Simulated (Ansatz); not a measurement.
Si2Mo:

```
Mo Si
1.0
     4.58547    0.00000    0.00000
    -2.29274    3.97113    0.00000
     0.00000    0.00000    6.57976
Mo Si
3 6
Direct
  0.50000 0.50000 0.83333
  0.00000 0.50000 0.16667
  0.50000 0.00000 0.50000
  0.16387 0.32775 0.50000
  0.67225 0.83613 0.16667
  0.83613 0.16387 0.83333
  0.83613 0.67225 0.50000
  0.32775 0.16387 0.16667
  0.16387 0.83613 0.83333
```

Measurements of this composition are mostly on another form, of space group No. 139.

Base run:

- Program: Ansatz 0.2.0
- Functional: LDA
- Potentials or basis: Ansatz PAW
- Cutoff: 420 eV (not typed: the program's choice for these potentials)
- k mesh: 7 × 7 × 4
- Occupations: fermi-dirac, width 0.05 eV
- Spin: no spin polarisation

Its results: band gap on the k mesh 0.24 eV, indirect (least direct gap 0.60 eV); pressure -4.9 GPa.

Task: The run is repeated on the same cell with these changes: functional from LDA to RPBE. What comes out?

Result: Band gap on the k mesh 0.28 eV, indirect (least direct gap 0.65 eV); pressure 6.2 GPa.

RPBE binds less tightly than LDA, so the same cell stands under more pressure.

Caveats: the k mesh misses the band edges, so the gap on the mesh is wider than the one along the path; the PAW data sets come from PBE, with cores solved anew for the run's functional, which leaves a small shift of forces and pressure.
